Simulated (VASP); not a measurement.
N, 1 atom in the cell. The cell holds a molecule in a box, 1 atom: a = 10.500 Å, b = 11.000 Å, c = 11.500 Å, α = 90.00°, β = 90.00°, γ = 90.00°. 

| Item | Value |
| --- | --- |
| Program | VASP 6.6.1 |
| Task | single point |
| Functional | RPBE |
| Dispersion | D3(BJ) |
| Potentials or basis | VASP PAW PBE potentials, release 64 (N) |
| Cutoff | 400 eV |
| k mesh | 1 × 1 × 1 |
| Occupations | gaussian, width 0.01 eV |
| Spin | collinear spin, ferromagnetic start |
| Starting moments | [3.1] μB |
| Fixed moment | 3 μB |
| Further INCAR settings | ALGO = Fast; EDIFF = 1e-06; ISYM = 0 |

Potentials or basis: VASP PAW PBE potentials, release 64 (N).

Run with:

```bash
$ cat potpaw_PBE.64/N/POTCAR > POTCAR
$ mpirun -np 1 vasp_gam > vasp.out
```

Hardware: 1 thread of Intel(R) Xeon(R) Platinum 8488C (Sapphire Rapids), on a shared host.

Question: How long does it take, and how much memory?

Answer: It took 68 s on 1 thread of Intel(R) Xeon(R) Platinum 8488C (Sapphire Rapids) (shared host), peak memory 1 GiB. Counts: scf iterations 23, k points 1.
